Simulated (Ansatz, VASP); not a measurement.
Two plane-wave programs on MgO

```
CELL_PARAMETERS angstrom
3.26308 0.00000 0.00000
-1.63154 2.82591 0.00000
0.00000 0.00000 4.91554
ATOMIC_POSITIONS crystal
Mg 0.33333 0.66667 0.00216
Mg 0.66667 0.33333 0.50216
O 0.33333 0.66667 0.40244
O 0.66667 0.33333 0.90244
```

Measurements of this composition are mostly on another form, of space group No. 225.

Alike in both runs: task single point; functional r2SCAN; k mesh 6 × 6 × 4; no spin polarisation.

```csv
,VASP,Ansatz
version,VASP 6.6.1,Ansatz 0.2.0
potentials or method,"VASP PAW PBE potentials, release 64 (Mg, O)","plane waves, PAW"
plane-wave cutoff (eV),520,750
occupations,"gaussian, width 0.01 eV",fixed
valence electrons in the cell,16,32
```

```tsv
	VASP	Ansatz	Ansatz less VASP
gap on the k mesh at the Fermi level (eV)	4.37	4.38	+0.014
```

The two sets of potentials don't hold the same shells in valence.

Caveats: the PAW data sets were made with another functional, which shifts forces and pressure a little (VASP). r2SCAN opens gaps a little over a GGA but as a rule still falls short of measured ones.
